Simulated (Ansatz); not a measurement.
Strain response of TaN

Method: Ansatz, DFT PBEsol, scalar-relativistic, plane waves, PAW. Run with 420 eV cutoff, 16×16×12 k-mesh, Gaussian smearing of 0.10 eV, no spin polarisation.

Starting point, cell and atoms relaxed:

```
Ta N
1.0
     2.18784    2.18784    0.00000
    -2.18784    2.18784    0.00000
     0.00000    0.00000    4.37569
Ta N
2 2
Direct
  0.50000 0.50000 0.00000
  0.00000 0.00000 0.50000
  0.00000 0.00000 0.00000
  0.50000 0.50000 0.50000
```

Deformation: biaxial strain in the a-b plane, with the length and tilt of c and the atoms relaxed, all within the symmetry that the strain leaves. Energies are extrapolated to zero smearing. On this cell's mesh the reference holds a stress of up to 0.10 GPa.

Spin–orbit coupling is left out, which can shift energies with elements as heavy as these.

```tsv
strain (%)	ΔE (meV/atom)	a (Å)	b (Å)	c (Å)
-4.5	131.6	2.955	2.955	4.483
-3.0	54.7	3.001	3.001	4.438
-1.5	12.6	3.048	3.048	4.406
+0.0	0.0	3.094	3.094	4.376
+1.5	11.2	3.140	3.140	4.347
+3.0	43.9	3.187	3.187	4.328
+4.5	94.8	3.233	3.233	4.306
```

**Question.** What stiffness (1/V) d²E/dε² at zero strain does a cubic fit over all points give?

**Answer.** A cubic fit gives (1/V) d²E/dε² = 1717 GPa at zero strain (twice the biaxial modulus).

**Question.** How does the free axis c answer a small strain?

**Answer.** Between the innermost points its strain is -0.45 times the applied one.

This rock-salt form isn't the usual stable structure of the compound.